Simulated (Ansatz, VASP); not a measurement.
One calculation of Si, two programs

Contents of INCAR:

```
SYSTEM = Si
PREC = Accurate
ENCUT = 520
EDIFF = 1E-6
ISMEAR = -1
SIGMA = 0.03
LREAL = .False.
LASPH = .True.
NELM = 100
ALGO = Normal
ISIF = 2
LWAVE = .False.
LCHARG = .False.
GGA = PE
NBANDS = 11
```

KPOINTS

```
Automatic mesh
0
Gamma
  6 6 6
  0 0 0
```

POSCAR

```
Si
1.0
    0.0000000000      2.7218511865      2.7218511865
    2.7218511865      0.0000000000      2.7218511865
    2.7218511865      2.7218511865      0.0000000000
Si
2
Direct
    0.5000000000      0.5000000000      0.5000000000
    0.7500000000      0.7500000000      0.7500000000
```

input.yaml

```yaml
crystal:
  lattice:
    - [0.0, 2.7218511865, 2.7218511865]
    - [2.7218511865, 0.0, 2.7218511865]
    - [2.7218511865, 2.7218511865, 0.0]
  atoms:
    - { symbol: Si, position: [0.5, 0.5, 0.5] }
    - { symbol: Si, position: [0.75, 0.75, 0.75] }
kpoints:
  mp_grid: { grid: [6, 6, 6] }
scf:
  occupations: { method: fermi_dirac, width: 0.03 }
hamiltonian:
  xc: pbe
  pseudopotentials: { kind: all_electron, lapw: { basis_error: 0.002 } }
output:
  forces: true
  stress: true
  eigenvalues: true
```

Alike in both runs: task single point; functional PBE; k mesh 6 × 6 × 6; occupations fermi-dirac, width 0.03 eV; no spin polarisation.

```csv
,VASP,Ansatz
version,VASP 6.6.1,Ansatz 0.2.0
potentials or method,"VASP PAW PBE potentials, release 64 (Si)","all-electron LAPW, scalar-relativistic"
plane-wave cutoff (eV),520,see its input
```

|  | VASP | Ansatz | Ansatz less VASP |
| --- | --- | --- | --- |
| gap on the k mesh at the Fermi level (eV) | 0.72 | 0.72 | +0.001 |
| least direct gap on the mesh (eV) | 2.56 | 2.56 | -0.004 |
| pressure (GPa) | 1.3 | 1.4 | +0.05 |

Ansatz ran all-electron here, so the differences hold the error of VASP's frozen core and of both bases.

A k mesh can miss the band edges.
